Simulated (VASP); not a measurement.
**P: single point with PBE**

Crystal: P.

```
CELL_PARAMETERS angstrom
2.42469 0.00000 0.00000
0.00000 2.43854 0.00000
-0.02031 0.00000 4.85243
ATOMIC_POSITIONS crystal
P 0.00000 0.00000 0.74943
P 0.00000 0.00000 0.25057
```

This isn't the form of P at room conditions, which is orthorhombic.

```json
{"Program": "VASP 6.6.1", "Task": "single point", "Functional": "PBE", "Potentials or basis": "VASP PAW PBE potentials, release 64 (P)", "Cutoff": "900 eV", "k mesh": "23 × 23 × 12", "Occupations": "gaussian, width 0.1 eV", "Spin": "no spin polarisation", "Further INCAR settings": "ADDGRID = False; ALGO = Normal; EDIFF = 1e-08"}
```

| Item | Value |
| --- | --- |
| Pressure | 1.9 GPa |
| Largest force | 0.012 eV/Å |
| Band gap on the k mesh | none (metal or under the smearing width) |

Forces in eV/Å, atoms in the order of the input:
```
P    0.000  0.000  0.012
P    0.000  0.000 -0.012
```

Stress tensor (GPa, compression positive):
```
2.67 0.00 0.25
0.00 1.16 0.00
0.25 0.00 1.90
```

Levels at points of the mesh, in eV from the Fermi level:
```
           k point  band 1  band 2  band 3  band 4  band 5  band 6  band 7  band 8  band 9
(0.00, 0.00, 0.00)  -16.64  -12.21   -8.78    4.96    5.17    5.21    6.76    6.83    7.87
(0.00, 0.00, 0.50)  -15.24  -15.19   -3.11   -3.06    6.04    6.08    6.28    6.32    7.85
```

It took 10 min on 1 thread of Intel(R) Xeon(R) Platinum 8259CL CPU @ 2.50GHz (Skylake/Cascade Lake), with other jobs on the host, peak memory 0.84 GiB.
